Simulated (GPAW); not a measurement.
**V: band structure with PBE+U**

V:

```
V
1.0
    -1.51435    1.51435    1.51435
     1.51435   -1.51435    1.51435
     1.51435    1.51435   -1.51435
V
1
Cartesian
  0.0000 0.0000 0.0000
```

| Item | Value |
| --- | --- |
| Program | GPAW 26.7.0 |
| Task | band structure |
| Functional | PBE |
| Potentials or basis | GPAW PAW data sets (gpaw-data 1.2.1) |
| Basis | fd |
| Grid spacing | 0.18 Å |
| k mesh | 12 × 12 × 12 |
| Occupations | fermi-dirac, width 0.05 eV |
| Spin | collinear spin, random start |
| Starting moments | [0.61] μB |
| Hubbard terms | V d U = 4.5 eV |
| U projector left unscaled | no |
| Maxiter | 150 |
| Band path | GHNGPH,PN |
| Band points | 100 |

```
Band gap along the path : none (metal or under the smearing width)
Net moment              : 1.97 μB per cell
Site moments            : V +1.76 μB
```

Levels at the corners of the path, in eV from the Fermi level:
Spin up:
```tsv
point	band 5	band 6	band 7	band 8	band 9	band 10
Γ	-8.03	-2.85	-2.85	-2.85	2.80	2.80
H	-2.95	-2.95	0.26	0.26	0.26	8.18
N	-5.12	-4.18	0.05	0.62	1.72	3.16
Γ	-8.03	-2.85	-2.85	-2.85	2.80	2.80
P	-3.83	-3.83	-3.83	3.23	3.23	8.04
H	-2.95	-2.95	0.26	0.26	0.26	8.18
P	-3.83	-3.83	-3.83	3.23	3.23	8.04
N	-5.12	-4.18	0.05	0.62	1.72	3.16
```
Spin down:
```
point  band 2  band 3  band 4  band 5  band 6  band 7  band 8  band 9  band 10
    Γ  -36.94  -36.94  -36.94   -7.28    2.86    2.86    2.86    3.09     3.09
    H  -37.50  -37.50  -37.50   -2.72   -2.72    6.34    6.34    6.34     9.55
    N  -37.78  -37.19  -36.95   -2.53    0.68    1.02    3.59    3.70     6.78
    Γ  -36.94  -36.94  -36.94   -7.28    2.86    2.86    2.86    3.09     3.09
    P  -37.35  -37.35  -37.35    0.02    0.02    0.02    3.66    3.66    10.98
    H  -37.50  -37.50  -37.50   -2.72   -2.72    6.34    6.34    6.34     9.55
    P  -37.35  -37.35  -37.35    0.02    0.02    0.02    3.66    3.66    10.98
    N  -37.78  -37.19  -36.95   -2.53    0.68    1.02    3.59    3.70     6.78
```

Wall time 2.8 min on 1 thread of Arm Neoverse V1, on a shared host, peak memory 0.45 GiB.

Caveat: the U is typed as a test and isn't derived for this compound. The state reached can hang on the start; a lower one may exist.
